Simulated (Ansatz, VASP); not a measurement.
**BaTiO3 (Barioperovskite): VASP beside Ansatz**

Contents of INCAR:

```
ALGO = Normal
EDIFF = 1E-6
ENCUT = 520
GGA = PE
ISIF = 2
ISMEAR = -1
LASPH = T
LCHARG = T
LELF = T
LREAL = F
LVHAR = T
LWAVE = F
NBANDS = 28
NELM = 80
PREC = Accurate
SIGMA = 0.02
```

KPOINTS

```
k-points
0
Gamma
  6 6 6
```

Contents of POSCAR:

```
BaTiO3
1.0
    3.8571948921      0.0000000000      0.0000000000
    0.0000000000      2.7811586616      2.8742108424
    0.0000000000     -2.7811586616      2.8742108424
Ba Ti O
1 1 3
Direct
    0.0000000000      0.0062250858      0.0062250858
    0.5000000000      0.5197879801      0.5197879801
    0.0000000000      0.4895285715      0.4895285715
    0.5000000000      0.4949088701      0.9864294925
    0.5000000000      0.9864294925      0.4949088701
```

Input for Ansatz:

```yaml
crystal:
  lattice:
    - [3.8571948921, 0.0, 0.0]
    - [0.0, 2.7811586616, 2.8742108424]
    - [0.0, -2.7811586616, 2.8742108424]
  atoms:
    - { symbol: Ba, position: [0.0, 0.0062250858, 0.0062250858] }
    - { symbol: Ti, position: [0.5, 0.5197879801, 0.5197879801] }
    - { symbol: O, position: [0.0, 0.4895285715, 0.4895285715] }
    - { symbol: O, position: [0.5, 0.4949088701, 0.9864294925] }
    - { symbol: O, position: [0.5, 0.9864294925, 0.4949088701] }
kpoints:
  mp_grid: { grid: [6, 6, 6] }
  band_path:
    path:
      - [0.0, 0.0, 0.0]
      - [0.0, 0.5, 0.5]
      - [0.0, 0.502855988, 0.497144012]
      - [0.0, 0.497144012, -0.497144012]
      - [0.5, 0.0, 0.0]
      - [0.5, 0.497144012, -0.497144012]
      - [0.5, 0.502855988, 0.497144012]
      - [0.5, 0.5, 0.5]
      - [0.0, 0.5, 0.0]
    npoints: 1
hamiltonian:
  xc: pbe
scf:
  occupations: { method: fermi_dirac, width: 0.02 }
  n_extra_bands: 5
output:
  forces: true
  stress: true
  eigenvalues: true
```

Change from the starting cell: biaxial_xy strain -2.7%.

Alike in both runs: task single point; functional PBE; k mesh 6 × 6 × 6; occupations fermi-dirac, width 0.02 eV; no spin polarisation.

```csv
,VASP,Ansatz
version,VASP 6.6.1,Ansatz 0.2.0
potentials or method,"VASP PAW PBE potentials, release 64 (Ba_sv, Ti_sv, O)","plane waves, PAW"
plane-wave cutoff (eV),520,420
valence electrons in the cell,40,40
```

```tsv
	VASP	Ansatz	Ansatz less VASP
gap on the k mesh at the Fermi level (eV)	2.10	2.16	+0.055
pressure (GPa)	14.1	12.0	-2.11
largest component of the traceless stress (GPa)	5.50	5.34	-0.159
rms of the force components (eV/Å)	0.052	0.035	-0.0168
```

Atom by atom the forces differ by 0.023 eV/Å (rms over components).

Caveats: spin-orbit coupling is left out, which moves the levels of the heavy elements. A k mesh can miss the band edges.
